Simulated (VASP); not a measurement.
# As (P-1) in VASP: notebook

One crystal, As, is run at these levels: HSE(alpha, omega), BLYP+D3, BLYP+D3(BJ), BLYP+D4; tasks: single point, relaxation of cell and atoms.

Program: VASP 6.6.1. These are calculated values, not measurements. Logs are shortened: lines on timing, memory, paths and dates and some standing lists are left out, and cuts for length are marked.

## (1) The undisturbed crystal

The typed cell holds 2 atoms: a = 3.824 Å, b = 3.824 Å, c = 3.824 Å, α = 60.00°, β = 60.00°, γ = 60.00°.

This isn't the form of As at room conditions, which is rhombohedral.

## (2) Single point, HSE(alpha, omega) (all atoms moved at random)

Contents of POSCAR:

```
As
1.0
   -2.7036817400      0.0000000000     -2.7036817400
    0.0000000000     -2.7036817400     -2.7036817400
   -2.7036817400     -2.7036817400      0.0000000000
As
2
Direct
    0.2763515400      0.2271399200      0.2568997100
    0.7236484600      0.7728600800      0.7431002900
```

Contents of INCAR.step1:

```
SYSTEM = As
PREC     = Accurate       ! precision mode
ENCUT    = 520            ! plane-wave cutoff, eV
EDIFF    = 1E-5           ! SCF threshold, eV
ISMEAR   = -1             ! smearing method
SIGMA    = 0.05           ! smearing width, eV
LREAL    = .False.        ! projectors in reciprocal space
LASPH    = .True.         ! aspherical terms in the spheres
NELM     = 60             ! most SCF steps
ALGO     = Normal         ! electronic algorithm
ISIF     = 2              ! what is computed and relaxed
LWAVE    = .True.         ! write WAVECAR
LCHARG   = .False.        ! write CHGCAR
NBANDS   = 12             ! bands
GGA      = PE             ! functional
```

Contents of INCAR.step2:

```
SYSTEM = As
PREC     = Accurate       ! precision mode
ENCUT    = 520            ! plane-wave cutoff, eV
EDIFF    = 1E-6           ! SCF threshold, eV
ISMEAR   = -1             ! smearing method
SIGMA    = 0.05           ! smearing width, eV
LREAL    = .False.        ! projectors in reciprocal space
LASPH    = .True.         ! aspherical terms in the spheres
NELM     = 60             ! most SCF steps
ALGO     = Normal         ! electronic algorithm
ISIF     = 2              ! what is computed and relaxed
LWAVE    = .False.        ! write WAVECAR
LCHARG   = .False.        ! write CHGCAR
GGA      = PE             ! functional
LHFCALC  = .True.         ! exact exchange
HFSCREEN = 0.6            ! screening, 1/A
AEXX     = 0.25           ! exact-exchange fraction
PRECFOCK = Fast         
NBANDS   = 12             ! bands
ISTART   = 1
```

Contents of KPOINTS:

```
regular mesh
0
Gamma
  5 5 5
  0 0 0
```

Potentials or basis: VASP PAW PBE potentials, release 64 (As).

Launch:

```sh
$ cat potpaw_PBE.64/As/POTCAR > POTCAR
$ cp INCAR.step1 INCAR
$ mpirun -np 1 vasp_std > vasp.out
$ cp INCAR.step2 INCAR
$ mpirun -np 1 vasp_std > vasp.out
```

OUTCAR:

```text
SYSTEM = As
   PREC = Accurate
   ENCUT = 520
   EDIFF = 1E-6
   ISMEAR = -1
   LREAL = .False.
   LASPH = .True.
   NELM = 60
   ISIF = 2
   GGA = PE
   LHFCALC = .True.
   HFSCREEN = 0.6
   AEXX = 0.25
   PRECFOCK = Fast
   ISTART = 1

 ion  position               nearest neighbor table
   1  0.276  0.227  0.257-   2 2.53   2 2.62   2 2.69   2 2.73   2 2.80   2 2.88
   2  0.724  0.773  0.743-   1 2.53   1 2.62   1 2.69   1 2.73   1 2.80   1 2.88

  LATTYP: Found a face centered cubic cell.
 ALAT       =     5.4073634800

  Lattice vectors:

 A1 = (  -2.7036817400,   0.0000000000,  -2.7036817400)
 A2 = (   0.0000000000,  -2.7036817400,  -2.7036817400)
 A3 = (  -2.7036817400,  -2.7036817400,   0.0000000000)

Analysis of symmetry for initial positions (statically):
=====================================================================
 Subroutine PRICEL returns:
 Original cell was already a primitive cell.

 Routine SETGRP: Setting up the symmetry group for a
 face centered cubic supercell.

 Subroutine GETGRP returns: Found  2 space group operations
 (whereof  2 operations were pure point group operations)
 out of a pool of 48 trial point group operations.

The static configuration has the point symmetry S_2 .

Analysis of symmetry for dynamics (positions and initial velocities):
=====================================================================
 Subroutine PRICEL returns:
 Original cell was already a primitive cell.

 Routine SETGRP: Setting up the symmetry group for a
 face centered cubic supercell.

 Subroutine GETGRP returns: Found  2 space group operations
 (whereof  2 operations were pure point group operations)
 out of a pool of 48 trial point group operations.

The dynamic configuration has the point symmetry S_2 .

 Subroutine INISYM returns: Found  2 space group operations
 (whereof  2 operations are pure point group operations),
 and found     1 'primitive' translations

----------------------------------------------------------------------------------------

                                     Primitive cell

  volume of cell :      39.5273

  direct lattice vectors                    reciprocal lattice vectors
    -2.703681740  0.000000000 -2.703681740    -0.184933009  0.184933009 -0.184933009
     0.000000000 -2.703681740 -2.703681740     0.184933009 -0.184933009 -0.184933009
    -2.703681740 -2.703681740  0.000000000    -0.184933009 -0.184933009  0.184933009

  length of vectors
     3.823583385  3.823583385  3.823583385     0.320313368  0.320313368  0.320313368

  position of ions in fractional coordinates (direct lattice)
     0.276351540  0.227139920  0.256899710
     0.723648460  0.772860080  0.743100290

  ion indices of the primitive-cell ions
   primitive index   ion index
                 1           1
                 2           2

----------------------------------------------------------------------------------------

 KPOINTS: regular mesh

Automatic generation of k-mesh.
 Grid dimensions read from file:
 generate k-points for:    5    5    5

 Generating k-lattice:

  Cartesian coordinates                     Fractional coordinates (reciprocal lattice)
    -0.036986602  0.036986602 -0.036986602     0.200000000  0.000000000  0.000000000
     0.036986602 -0.036986602 -0.036986602     0.000000000  0.200000000  0.000000000
    -0.036986602 -0.036986602  0.036986602     0.000000000  0.000000000  0.200000000

  Length of vectors
     0.064062674  0.064062674  0.064062674

  Shift w.r.t. Gamma in fractional coordinates (k-lattice)
     0.000000000  0.000000000  0.000000000

 Subroutine IBZKPT returns following result:
 ===========================================

 Found     63 irreducible k-points:

 Following reciprocal coordinates:
            Coordinates               Weight
  0.000000  0.000000  0.000000      1.000000
  0.200000  0.000000  0.000000      2.000000
  0.000000  0.200000  0.000000      2.000000
  0.000000  0.000000  0.200000      2.000000
  0.200000  0.200000  0.200000      2.000000
  0.400000  0.000000  0.000000      2.000000
[... 16 lines left out ...]
  0.200000  0.400000  0.400000      2.000000
  0.400000  0.000000  0.200000      2.000000
 [... further k-points ...]
   k-points           NKPTS =     63   k-points in BZ     NKDIM =    125   number of bands    NBANDS=     12
   number of dos      NEDOS =    301   number of ions     NIONS =      2
   total plane-waves  NPLWV =  21952
   dimension x,y,z NGX =    28 NGY =   28 NGZ =   28
   dimension x,y,z NGXF=    56 NGYF=   56 NGZF=   56
   ions per type =               2
   NGX,Y,Z   is equivalent  to a cutoff of  12.17, 12.17, 12.17 a.u.
   NGXF,Y,Z  is equivalent  to a cutoff of  24.35, 24.35, 24.35 a.u.
 SYSTEM =  As
   PREC   = accura    normal or accurate (medium, high low for compatibility)
   ISTART =      1    job   : 0-new  1-cont  2-samecut
   ICHARG =      0    charge: 1-file 2-atom 10-const
   ISPIN  =      1    spin polarized calculation?
   LNONCOLLINEAR =      F non collinear calculations
   LSORBIT =      F    spin-orbit coupling
   LASPH  =      T    aspherical Exc in radial PAW
   ENCUT  =  520.0 eV  38.22 Ry    6.18 a.u.   7.11  7.11  7.11*2*pi/ulx,y,z
   NELM   =     60;   NELMIN=  2; NELMDL=  0     # of ELM steps
   EDIFF  = 0.1E-05   stopping-criterion for ELM
   LREAL  =      F    real-space projection
   EDIFFG = 0.1E-04   stopping-criterion for IOM
   NSW    =      0    number of steps for IOM
   IBRION =     -1    ionic relax: 0-MD 1-quasi-New 2-CG
   NFREE  =      0    steps in history (QN), initial steepest desc. (CG)
   ISIF   =      2    stress and relaxation
   ISYM   =      3    0-nonsym 1-usesym 2-fastsym
   POTIM  = 0.5000    time-step for ionic-motion
   TEBEG  =    0.0;   TEEND  =   0.0 temperature during run
   PSTRESS=    0.0 pullay stress
   NELECT =      10.0000    total number of electrons
   NUPDOWN=      -1.0000    fix difference up-down
   EMIN   =  10.00;   EMAX   =-10.00  energy-range for DOS
   EFERMI =   0.00;   METHOD = LEGACY
   ISMEAR =    -1;   SIGMA  =   0.05  broadening in eV -4-tet -1-fermi 0-gaus
   EFERMI_NEDOS =   21; number of points for ismear=-14 and -15
   IALGO  =     38    algorithm
   IMIX   =      1    mixing-type and parameters
     AMIX     =   0.40;   BMIX     =  1.00
     AMIX_MAG =   1.60;   BMIX_MAG =  1.00
  volume/ion in A,a.u.               =      19.76       133.37
  Fermi-wavevector in a.u.,A,eV,Ry     =   1.035403  1.956627 14.586243  1.072059
  Thomas-Fermi vector in A             =   2.169744
   LORBIT       =      0    0 simple, 1 ext, 2 COOP (PROOUT), +10 PAW based schemes
   GGA     = PE    functional components
   LHFCALC =     T    Hartree Fock is set to
   PRECFOCK=fast      Normal, Fast or Accurate (Low or Medium for compatibility)
   ENCUT4O =  -1.0   cutoff for four orbital integrals eV
   NKREDX  =     1    reduce k-point grid by
   NKREDY  =     1    reduce k-point grid by
   NKREDZ  =     1    reduce k-point grid by
   AEXX    =    0.2500 exact exchange contribution
   HFSCREEN=    0.6000 screening length (either q_TF or 0.3 A-1)
   HFSCREENC=   0.6000 screening length for correlation (either q_TF or 0.3 A-1)
   ENCUTFOCK=  -1.0 apply spherical cutoff to Coloumb kernel
   IVDW    =     0    specifies the selected vdW correction
   LEPSILON=     F    determine dielectric tensor
   LRPA    =     F    only Hartree local field effects (RPA)
 non-spin polarized calculation
  energy-cutoff  :      520.00
  volume of cell :       39.53
 maximum number of plane-waves:      1073
  NGX = 16; NGY = 16; NGZ = 16

 number of electron      10.0000000 magnetization

 Free energy of the ion-electron system (eV)
  ---------------------------------------------------
  ext. energy  EPLUGINS =         0.00000000
  ---------------------------------------------------
  free energy    TOTEN  =        -9.93494617 eV

  energy without entropy =       -9.93223951  energy(sigma->0) =       -9.93359284

 E-fermi :   5.9104     XC(G=0):  -9.1856

 val. band max:        5.8067330123   @ k =   0.2000   0.0000  -0.2000
 cond. band min:       5.9841275627   @ k =   0.4000   0.0000   0.0000
 fundamental gap:      0.1773945505
 Fermi energy:         5.9103635028

 k-point     1 :       0.0000    0.0000    0.0000
  band No.  band energies     occupation
      1     -10.0779      2.00000
      2       0.8382      2.00000
      3       3.7155      2.00000
      4       3.9814      2.00000
      5       4.0295      2.00000
      6       9.7107      0.00000
      7       9.7763      0.00000
      8      10.3958      0.00000
      9      11.9983      0.00000
     10      12.4433      0.00000
     11      12.5208      0.00000
     12      14.5987      0.00000

 k-point     2 :       0.2000    0.0000    0.0000
  band No.  band energies     occupation
      1      -9.4964      2.00000
      2      -1.4797      2.00000
      3       3.7801      2.00000
      4       4.0645      2.00000
      5       5.0273      2.00000
      6       8.1367      0.00000
      7       8.4789      0.00000
      8       8.7520      0.00000
      9      12.4233      0.00000
     10      13.1342      0.00000
     11      13.2012      0.00000
     12      17.6820      0.00000

 k-point     3 :       0.0000    0.2000    0.0000
  band No.  band energies     occupation
      1      -9.4933      2.00000
      2      -1.4990      2.00000
      3       3.7794      2.00000
      4       4.0886      2.00000
      5       5.0103      2.00000
      6       8.1508      0.00000
      7       8.4984      0.00000
      8       8.7790      0.00000
      9      12.3770      0.00000
     10      13.1097      0.00000
     11      13.2079      0.00000
     12      17.6834      0.00000
[... 286 lines left out ...]
 k-point    23 :       0.2000    0.4000    0.4000
  band No.  band energies     occupation
      1      -7.9987      2.00000
      2      -3.6731      2.00000
      3       2.0739      2.00000
      4       2.6720      2.00000
      5       2.9264      2.00000
      6       9.3859      0.00000
      7       9.6936      0.00000
      8       9.9588      0.00000
      9      11.2919      0.00000
     10      17.1812      0.00000
     11      17.6088      0.00000
     12      18.7875      0.00000

 k-point    24 :       0.4000    0.0000    0.2000
  band No.  band energies     occupation
      1      -8.0186      2.00000
      2      -3.6127      2.00000
      3       1.8885      2.00000
      4       2.5180      2.00000
      5       3.2835      2.00000
      6       9.3985      0.00000
      7       9.4629      0.00000
      8      10.2999      0.00000
      9      10.9401      0.00000
     10      17.4251      0.00000
     11      17.7565      0.00000
     12      18.8783      0.00000

 [... further k-points ...]

------------------------ aborting loop because EDIFF is reached ----------------------------------------

  FORCE on cell =-STRESS in cart. coord.  units (eV):
  Direction    XX          YY          ZZ          XY          YZ          ZX
  --------------------------------------------------------------------------------------
  -------------------------------------------------------------------------------------
  Total        0.5838017      0.3889944      0.7835295     -0.3739263     -0.0269098      0.0591230
  in kB       23.6635136     15.7672958     31.7591775    -15.1565335     -1.0907489      2.3964624
  external PRESSURE =      23.7299956 kB  Pullay stress =       0.0000000 kB

 VOLUME and BASIS-vectors are now :
 -----------------------------------------------------------------------------
  energy-cutoff  :      520.00
  volume of cell :       39.53
      direct lattice vectors                 reciprocal lattice vectors
    -2.703681740  0.000000000 -2.703681740    -0.184933009  0.184933009 -0.184933009
     0.000000000 -2.703681740 -2.703681740     0.184933009 -0.184933009 -0.184933009
    -2.703681740 -2.703681740  0.000000000    -0.184933009 -0.184933009  0.184933009

 POSITION                                       TOTAL-FORCE (eV/Angst)
 -----------------------------------------------------------------------------------
     -1.44174     -1.30869     -1.36128        -0.620984      0.499900     -0.097916
     -3.96562     -4.09867     -4.04608         0.620984     -0.499900      0.097916
 -----------------------------------------------------------------------------------
    total drift:                                0.000000     -0.000000      0.000000

  FREE ENERGIE OF THE ION-ELECTRON SYSTEM (eV)
  ---------------------------------------------------
  free  energy   TOTEN  =        -9.9349461689 eV

  energy  without entropy=       -9.9322395133  energy(sigma->0) =       -9.93359284
```

Wall time 5.7 min (1 thread of Intel Xeon 6975P-C (Granite Rapids), shared host); peak memory 0.28 GiB.

Results:

| Item | Value |
| --- | --- |
| Free energy | -9.9349 eV |
| Pressure | 2.4 GPa |
| Largest force | 0.803 eV/Å |
| Band gap on the k mesh | 0.18 eV, indirect (least direct gap 0.34 eV) |

Forces in eV/Å, atoms in the order of the input:
```
As  -0.621  0.500 -0.098
As   0.621 -0.500  0.098
```

Levels at points of the mesh, in eV from the valence-band top:
```tsv
k point	band 3	band 4	band 5	band 6	band 7	band 8
(0.00, 0.00, 0.00)	-2.09	-1.83	-1.78	3.90	3.97	4.59
```

Caveat: the PAW data sets were made with another functional, which shifts forces and pressure a little; an odd mesh through Γ misses points on the zone boundary, where band edges often lie.

## (3) Relaxation of cell and atoms, BLYP+D3 (all atoms moved at random)

Contents of INCAR:

```
SYSTEM = As
PREC = Accurate
ENCUT = 600
EDIFF = 1E-6
ISMEAR = -1
SIGMA = 0.05
LREAL = .FALSE.
LASPH = .TRUE.
NELM = 100
ALGO = Normal
ISIF = 3
LWAVE = .FALSE.
LCHARG = .FALSE.
GGA = B5
ALDAX = 1.0
AGGAX = 1.0
AGGAC = 1.0
ALDAC = 0.0
IVDW = 11
VDW_S6 = 1.0
VDW_S8 = 1.682
VDW_SR = 1.094
VDW_SR8 = 1.0
IBRION = 2
NSW = 60
EDIFFG = -0.005
```

Contents of KPOINTS:

```
regular mesh
0
G
  9 9 9
  0 0 0
```

POSCAR is that of step 2.

Potentials or basis: VASP PAW PBE potentials, release 64 (As).

Launch:

```sh
$ cat potpaw_PBE.64/As/POTCAR > POTCAR
$ mpirun -np 1 vasp_std > vasp.out
```

Run time: 36 min. Hardware: 1 thread of Intel Xeon Platinum 8259CL at 2.50GHz (Skylake/Cascade Lake), shared host; peak memory 0.34 GiB.

The run converged. Its results:

| Property | Result |
| --- | --- |
| Free energy | -8.8411 eV |
| Relaxed volume | 24.06 Å³/atom |
| Relaxed cell | a = 4.328 Å, b = 3.873 Å, c = 3.872 Å, α = 60.00°, β = 63.39°, γ = 63.42° |
| Space group after relaxing (to 0.05 Å) | R-3m (No. 166) |
| Energy gained by relaxing | 164.5 meV/atom |
| Ionic steps | 42 |
| Pressure after relaxing | 0.0 GPa |
| Band gap on the k mesh | none (metal or under the smearing width) |
| Dispersion energy per atom | -0.418 eV |

Step by step:
```
step  energy change (eV)  largest force (eV/Å)  pressure (GPa)  volume (Å³)
   1              0.0000                0.4868            9.00        39.53
   3             -0.1488                0.7814           -0.97        44.86
   5             -0.2582                0.2260            0.40        45.89
   7             -0.2853                0.1793            0.03        47.51
   9             -0.3000                0.1227           -0.33        48.19
  11             -0.3042                0.0948            0.56        47.85
  13             -0.3068                0.0751            0.01        48.29
  15             -0.3091                0.0991           -0.25        48.66
  17             -0.3094                0.2094            0.26        49.12
  19             -0.3146                0.1011           -0.05        48.93
  21             -0.3068                0.2009            0.93        49.01
  23             -0.3217                0.1016           -0.44        49.36
  25             -0.3244                0.0919           -0.17        49.03
  27             -0.3274                0.0445           -0.03        48.59
  29             -0.3283                0.0275           -0.11        48.51
  31             -0.3285                0.0271           -0.16        48.46
  33             -0.3287                0.0337            0.09        48.20
  35             -0.3289                0.0228            0.01        48.12
  37             -0.3290                0.0116            0.00        48.10
  39             -0.3290                0.0059            0.01        48.09
  41             -0.3290                0.0078           -0.03        48.13
  42             -0.3290                0.0017            0.01        48.12
```

Final structure:
```cif
data_structure
_symmetry_space_group_name_H-M 'P 1'
_symmetry_Int_Tables_number 1
_cell_length_a 4.3280
_cell_length_b 3.8730
_cell_length_c 3.8720
_cell_angle_alpha 60.004
_cell_angle_beta 63.386
_cell_angle_gamma 63.417
_cell_volume 48.12
loop_
_atom_site_label
_atom_site_type_symbol
_atom_site_fract_x
_atom_site_fract_y
_atom_site_fract_z
_atom_site_occupancy
As1 As 0.32719 0.22425 0.22445 1
As2 As 0.67281 0.77575 0.77555 1
```

Levels at points of the mesh, in eV from the Fermi level:
| k point | band 2 | band 3 | band 4 | band 5 | band 6 | band 7 | band 8 | band 9 |
| --- | --- | --- | --- | --- | --- | --- | --- | --- |
| (0.00, 0.00, 0.00) | -6.45 | -2.17 | -1.84 | -1.83 | 1.43 | 2.64 | 2.64 | 7.29 |

Caveat: the volume moved by over 15 % at a fixed basis, so the end points are rough; the PAW data sets were made with another functional, which shifts forces and pressure a little; pairwise dispersion overbinds metals, which lowers pressure and volume.

(Continued in part 2 of 3.)
